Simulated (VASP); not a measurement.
A run of VASP 6.6.1 is set up as follows.

The input INCAR:

```
  ALGO = Fast
  EDIFF = 1E-8
  ENCUT = 520
  GGA = PE
  ISIF = 2
  ISMEAR = -1
  LASPH = True
  LCHARG = False
  LEFG = True
  LREAL = Auto
  LWAVE = False
  NBANDS = 118
  NELECT = 200.0
  NELM = 80
  PREC = Accurate
  SIGMA = 0.01
```

The input KPOINTS:

```
k-points
0
Gamma
  3 3 3
```

Contents of POSCAR:

```
Pb8O15
1.0
    0.0000000000      5.1400000000      5.1400000000
    5.1400000000      0.0000000000      5.1400000000
    5.1400000000      5.1400000000      0.0000000000
Pb O
8 15
Direct
    0.0000000000      0.0000000000      0.0000000000
    0.0000000000      0.0000000000      0.5000000000
    0.0000000000      0.5000000000      0.0000000000
    0.0000000000      0.5000000000      0.5000000000
    0.5000000000      0.0000000000      0.0000000000
    0.5000000000      0.0000000000      0.5000000000
    0.5000000000      0.5000000000      0.0000000000
    0.5000000000      0.5000000000      0.5000000000
    0.1250000000      0.1250000000      0.6250000000
    0.1250000000      0.6250000000      0.1250000000
    0.1250000000      0.6250000000      0.6250000000
    0.6250000000      0.1250000000      0.1250000000
    0.6250000000      0.1250000000      0.6250000000
    0.6250000000      0.6250000000      0.1250000000
    0.6250000000      0.6250000000      0.6250000000
    0.3750000000      0.3750000000      0.3750000000
    0.3750000000      0.3750000000      0.8750000000
    0.3750000000      0.8750000000      0.3750000000
    0.3750000000      0.8750000000      0.8750000000
    0.8750000000      0.3750000000      0.3750000000
    0.8750000000      0.3750000000      0.8750000000
    0.8750000000      0.8750000000      0.3750000000
    0.8750000000      0.8750000000      0.8750000000
```

Potentials or basis: VASP PAW PBE potentials, release 64 (Pb_d, O).

Launch:

```sh
$ cat potpaw_PBE.64/Pb_d/POTCAR potpaw_PBE.64/O/POTCAR > POTCAR
$ mpirun -np 1 vasp_std > vasp.out
```

Problem. What does it give for the largest force?

Solution. 1.920 eV/Å.

Problem. What does it give for the band gap on the k mesh?

Solution. None (metal or under the smearing width).

Electric field gradients, principal values (V/Å²):
| atom | Vxx | Vyy | Vzz |
| --- | --- | --- | --- |
| 1 Pb | -69.065 | -69.065 | 138.129 |
| 2 Pb | -69.065 | -69.065 | 138.129 |
| 3 Pb | -69.065 | -69.065 | 138.129 |
| 4 Pb | 1.202 | 1.202 | -2.404 |
| 5 Pb | -69.065 | -69.065 | 138.129 |
| 6 Pb | 1.202 | 1.202 | -2.404 |
| 7 Pb | 1.202 | 1.202 | -2.404 |
| 8 Pb | 1.202 | 1.202 | -2.404 |
| 9 O | 3.947 | 5.462 | -9.409 |
| 10 O | 3.947 | 5.462 | -9.409 |
| 11 O | 3.944 | 5.465 | -9.409 |
| 12 O | 3.947 | 5.462 | -9.409 |
| 13 O | 3.944 | 5.465 | -9.409 |
| 14 O | 3.944 | 5.465 | -9.409 |
| 15 O | -0.002 | -0.002 | 0.004 |
| 16 O | -0.002 | -0.002 | 0.004 |
| 17 O | -15.933 | -41.067 | 56.999 |
| 18 O | -15.933 | -41.067 | 56.999 |
| 19 O | -15.929 | -41.071 | 56.999 |
| 20 O | -15.933 | -41.067 | 56.999 |
| 21 O | -15.929 | -41.071 | 56.999 |
| 22 O | -15.929 | -41.071 | 56.999 |
| 23 O | -0.002 | -0.002 | 0.004 |

Caveat: the cell carries a net charge on a neutralising background, which shifts energy and pressure; the cell is charged against a uniform background, so pressure and absolute levels hang on convention. The run has no spin-orbit coupling, so splittings on Pb are missing.
